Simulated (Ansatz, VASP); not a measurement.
## MgS in VASP and in Ansatz

```
CELL_PARAMETERS angstrom
0.00000 2.60165 2.47157
2.60165 0.00000 2.47157
2.60165 2.60165 0.00000
ATOMIC_POSITIONS crystal
Mg 0.00000 0.00000 0.00000
S 0.50000 0.50000 0.50000
```

Change from the starting cell: strain +0.000 along x and y, -0.050 along z, atoms carried along.

Alike in both runs: task single point; functional PBEsol; k mesh 8 × 8 × 8; occupations gaussian, width 0.05 eV; no spin polarisation.

|  | VASP | Ansatz |
| --- | --- | --- |
| version | VASP 6.6.1 | Ansatz 0.2.0 |
| potentials or method | VASP PAW PBE potentials, release 64 (Mg, S) | scalar-relativistic, plane waves, PAW |
| plane-wave cutoff (eV) | 520 | 420 |
| valence electrons in the cell | 8 | 16 |

Ansatz gave:

- gap on the k mesh at the Fermi level (eV): 2.57
- least direct gap on the mesh (eV): 3.92
- pressure (GPa): 3.8
- largest component of the traceless stress (GPa): 5.05

Problem. Which values does VASP return?

Solution. gap on the k mesh at the Fermi level (eV): 2.58; least direct gap on the mesh (eV): 3.92; pressure (GPa): 3.6; largest component of the traceless stress (GPa): 5.05.

The two sets of potentials don't hold the same shells in valence.

Caveats: the PAW data sets were made with another functional, which shifts forces and pressure a little (VASP). A k mesh can miss the band edges.
